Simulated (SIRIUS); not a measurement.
Runs of SIRIUS 7.12.0 on HgTe (Coloradoite). Symmetry: F-43m, No. 216, cubic system. The conventional cell has a = 6.429 Å, b = 6.429 Å, c = 6.429 Å, α = 90.00°, β = 90.00°, γ = 90.00°. Hg (site symmetry -43m) is surrounded by 4 Te at 2.78 Å. Te (site symmetry -43m) is surrounded by 4 Hg at 2.78 Å. 

| task | level | cell | k mesh | cutoff (eV) | muffin tin radii | basis cutoff (gk_cutoff) | optimizer | max steps | fmax | gap on the mesh (eV) | V0 of scaled cells (Å³/atom) | B0 (GPa) |
| --- | --- | --- | --- | --- | --- | --- | --- | --- | --- | --- | --- | --- |
| relaxation of the atoms | PBE+D3(BJ) | atoms relaxed from: atoms moved at random | 5 × 5 × 5 | 185 | Hg 2.44, Te 2.34 bohr | 3.69 1/bohr | BFGS | 20 | 0.03 eV/Å | 0.00 | - | - |
| equation of state | LDA | as given | 7 × 7 × 7 | 166 | Hg 2.58, Te 2.48 bohr | 3.49 1/bohr | - | - | - | - | 33.31 | 48 |
| relaxation of the atoms | PBE+D4 | atoms relaxed from: atoms moved at random | 5 × 5 × 5 | 185 | Hg 2.44, Te 2.34 bohr | 3.69 1/bohr | BFGS | 20 | 0.03 eV/Å | 0.00 | - | - |
| equation of state | AM05 | as given | 7 × 7 × 7 | 166 | Hg 2.58, Te 2.48 bohr | 3.49 1/bohr | - | - | - | - | 34.90 | (a) |
| relaxation of the atoms | PBE | atoms relaxed from: atoms moved at random | 5 × 5 × 5 | 185 | Hg 2.44, Te 2.34 bohr | 3.69 1/bohr | BFGS | 20 | 0.03 eV/Å | 0.00 | - | - |

Alike in all rows: potentials or basis all-electron FP-LAPW, apw+lo standard; no spin polarisation; smearing fermi-dirac 0.05 eV.

Problem. Fill in the values left out.

Solution. (a) 39.

Caveats: spin-orbit coupling is left out, which moves the levels of the heavy elements (some runs); an odd mesh through Γ misses points on the zone boundary, where band edges often lie (some runs); pairwise dispersion overbinds metals, which lowers pressure and volume (some runs).

A k mesh can miss the band edges, and the runs leave out spin-orbit coupling on Hg, Te.
